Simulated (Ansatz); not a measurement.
**NaI: a single-point run**

Aim: a sound single-point run of NaI. The structure is shown as the input types it. The cell is built on a prototype (zincblende) and needn't be the phase found in nature.

Program: Ansatz 0.2.0. Level of theory: density functional or hybrid calculation with the settings of its input, plane waves. These are calculated values, not measurements.

3 further runs of the same task are left out: 3 that didn't finish.

## (1) The system as given

It takes space group F-43m (No. 216, cubic). The conventional cell has a = 7.086 Å, b = 7.086 Å, c = 7.086 Å, α = 90.00°, β = 90.00°, γ = 90.00°. Na (site symmetry -43m) has 4 I at 3.07 Å as nearest neighbours. I (site symmetry -43m) is surrounded by 4 Na at 3.07 Å.

Structure file:

```
CELL_PARAMETERS angstrom
0.00000 3.54319 3.54319
3.54319 0.00000 3.54319
3.54319 3.54319 0.00000
ATOMIC_POSITIONS crystal
Na 0.00000 0.00000 0.00000
I 0.25000 0.25000 0.25000
```

## (2) Running it

File input.yaml:

```yaml
crystal:
  lattice:
    - [0.0, 3.5431916648, 3.5431916648]
    - [3.5431916648, 0.0, 3.5431916648]
    - [3.5431916648, 3.5431916648, 0.0]
  atoms:
    - { symbol: Na, position: [0.0, 0.0, 0.0] }
    - { symbol: I, position: [0.25, 0.25, 0.25] }
kpoints:
  mp_grid: { grid: [4, 4, 4] }
hamiltonian:
  xc: r2scan
  pseudopotentials: { kind: uspp }
scf:
  occupations: { method: fixed }
  n_extra_bands: 4
output:
  forces: true
  stress: true
  eigenvalues: true
```

Launch:

```
> ansatz run input.yaml --threads 4 --pin off --max-ram 3686MiB --backend cpu --events-out ev --progress --plain --runs-dir out
```

The log of the run:

```text
Error: YAML parse error: error: line 13 column 29: unknown variant `uspp`, expected one of nc, nc_fr, paw, paw_fr, all_electron
  --> <input>:13:29
   |
11 | hamiltonian:
12 |   xc: r2scan
13 |   pseudopotentials: { kind: uspp }
   |                             ^ unknown variant `uspp`, expected one of nc, nc_fr, paw, paw_fr, all_electron
14 | scf:
15 |   occupations: { method: fixed }
   |
```

Wall time 0.04 s (4 threads, shared host); peak memory 0.05 GiB.

## (3) Diagnosis

The run ended at the input check. The line that matters: «line 13 column 29: unknown variant `uspp`, expected one of nc, nc_fr, paw, paw_fr, all_electron»

The parser can't turn the typed value into what the key holds.

Fix: give a value of the kind that the key takes.

## (4) Summary of results

| quantity | value |
| --- | --- |
| ending | refused |
| cause | value of the wrong kind |

What this shows: The run has to be repeated with the input mended.
